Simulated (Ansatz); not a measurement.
# BaTiO3: band gap under strain

How does strain move the band edges of BaTiO3 in the cubic perovskite structure, and do the functionals agree on it? States: no strain; -4.0 % biaxial strain in x and y, free along z; -3.0 % biaxial strain in x and y, free along z.

The runs shown are made with Ansatz 0.2.0. PAW datasets, plane waves. Spin-unpolarised throughout; all numbers are computed.

## (1) The system as given

The unstrained cell was relaxed with r2SCAN; in each strained cell the atoms were relaxed again with r2SCAN. Names of k-points are those of the unstrained zone, where strain can split equivalent points. First state: no strain.

Space group Pm-3m (No. 221), cubic; a = 3.994 Å in the conventional setting, 12.74 Å³ an atom. Ba has 12 O at 2.82 Å; Ti has 6 O at 2.00 Å; O has 2 Ti at 2.00 Å and 4 Ba at 2.82 Å.

The structure in full:

Space group Pm-3m (No. 221). a = 3.994 Å, b = 3.994 Å, c = 3.994 Å, α = 90.00°, β = 90.00°, γ = 90.00°
| atom | site | symmetry | x | y | z |
| --- | --- | --- | --- | --- | --- |
| Ba | 1a | m-3m | 0.0000 | 0.0000 | 0.0000 |
| Ti | 1b | m-3m | 0.5000 | 0.5000 | 0.5000 |
| O | 3c | 4/mm.m | 0.5000 | 0.5000 | 0.0000 |

## (2) No strain: PBE

File input.yaml:

```yaml
crystal:
  lattice:
    - [3.9940965204, 0.0, 0.0]
    - [0.0, 3.9940965204, 0.0]
    - [0.0, 0.0, 3.9940965204]
  atoms:
    - { symbol: Ba, position: [0.0, 0.0, 0.0] }
    - { symbol: Ti, position: [0.5, 0.5, 0.5] }
    - { symbol: O, position: [0.5, 0.5, 0.0] }
    - { symbol: O, position: [0.5, 0.0, 0.5] }
    - { symbol: O, position: [0.0, 0.5, 0.5] }
kpoints:
  mp_grid: { grid: [6, 6, 6] }
  band_path:
    path: [[0.0, 0.0, 0.0], [0.0, 0.5, 0.0], [0.5, 0.5, 0.0], [0.5, 0.5, 0.5]]
    npoints: 1
hamiltonian:
  xc: pbe
scf:
  occupations: { method: fermi_dirac, width: 0.02 }
  n_extra_bands: 5
output:
  forces: true
  stress: true
  eigenvalues: true
  write_density: true
  write_potential: true
  elf: true
  volumetric_format: npy
```

The run is started by

```console
$ ansatz run input.yaml --threads 2 --pin off --max-ram 29491MiB --backend cpu --events-out ev --progress --plain --runs-dir out
```

The runs that follow: No strain: r2SCAN; No strain: HSE06; No strain: r2SCAN+SOC; No strain: r2SCAN; -4.0 % biaxial strain in x and y, free along z: PBE; -4.0 % biaxial strain in x and y, free along z: r2SCAN; -4.0 % biaxial strain in x and y, free along z: HSE06; -4.0 % biaxial strain in x and y, free along z: r2SCAN+SOC; -4.0 % biaxial strain in x and y, free along z: r2SCAN; -3.0 % biaxial strain in x and y, free along z: PBE; -3.0 % biaxial strain in x and y, free along z: r2SCAN; -3.0 % biaxial strain in x and y, free along z: HSE06; -3.0 % biaxial strain in x and y, free along z: r2SCAN+SOC; -3.0 % biaxial strain in x and y, free along z: r2SCAN.

Before running it: what results should come out?

The runs gave:

Least gap in eV (negative: overlap), with the change from the unstrained cell in brackets:

```
                                         state  volume change (%)           PBE        r2SCAN         HSE06
                                     no strain               +0.0          1.82          2.17          3.21
-4.0 % biaxial strain in x and y, free along z               -4.9  1.76 (-0.06)  2.13 (-0.04)  3.20 (-0.01)
-3.0 % biaxial strain in x and y, free along z               -3.7  1.78 (-0.04)  2.15 (-0.02)  3.20 (-0.01)
```

The HSE06 gap hardly moves: by 0.009 eV at most. PBE and HSE06 differ by 1.38 eV on the unstrained gap, and by at most 0.05 eV on its change. Spin-orbit coupling is left out of the table, though the cell holds Ba (Z = 56).
